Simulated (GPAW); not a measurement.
Runs of GPAW 26.7.0 on Fe. It takes space group Im-3m (No. 229, cubic). Conventional cell: a = 2.886 Å, b = 2.886 Å, c = 2.886 Å, α = 90.00°, β = 90.00°, γ = 90.00°. Around Fe (site symmetry m-3m) lie 8 Fe at 2.50 Å. 

```tsv
task	level	cell	optimizer	fmax	max steps	convergence	gap on the mesh (eV)	pressure (GPa)	moment (μB)	relaxed volume (Å³/atom)
relaxation of cell and atoms	PBEsol+D4	relaxed	BFGS	0.02 eV/Å	60	density=1e-05 forces=0.0001	none	-0.2	2.05	10.81
relaxation of cell and atoms	PBEsol+D3(BJ)	relaxed	BFGS	0.02 eV/Å	60	density=1e-05 forces=0.0001	none	-0.3	2.04	10.71
relaxation of cell and atoms	PBEsol	relaxed	BFGS	0.02 eV/Å	60	density=1e-05 forces=0.0001	none	-0.2	(b)	(a)
relaxation of cell and atoms	PBEsol+D3	relaxed	BFGS	0.02 eV/Å	60	density=1e-05 forces=0.0001	none	-0.3	2.04	10.71
single point	PBEsol	cell strained at random at fixed volume	-	-	-	-	none	-15.8	2.26	-
relaxation of cell and atoms	PBEsol+D3(BJ)+ATM	relaxed	BFGS	0.02 eV/Å	60	density=1e-05 forces=0.0001	none	-0.2	2.05	10.76
single point	PBEsol	as given	-	-	-	-	none	-16.0	2.26	-
```

Alike in all rows: potentials or basis PAW data sets generated in the run's folder for this functional, pw; spin collinear, ferromagnetic start; k mesh 13 × 13 × 13; cutoff (eV) 600; smearing fermi-dirac 0.05 eV.

Problem. Fill in the values left out.

Solution. (a) 10.95; (b) 2.07.

Caveats: each step starts from the last one's moments, so a moment once lost doesn't come back (some runs); later steps reuse the first step's grids (some runs); pairwise dispersion overbinds metals, which lowers pressure and volume (some runs); so large a pressure means that the cell lies far from this level's equilibrium, or that cutoff or potentials fall short (some runs).

A gap of «none» marks a metal or a gap under the smearing width.

Runs at the PBE level aren't shown here.
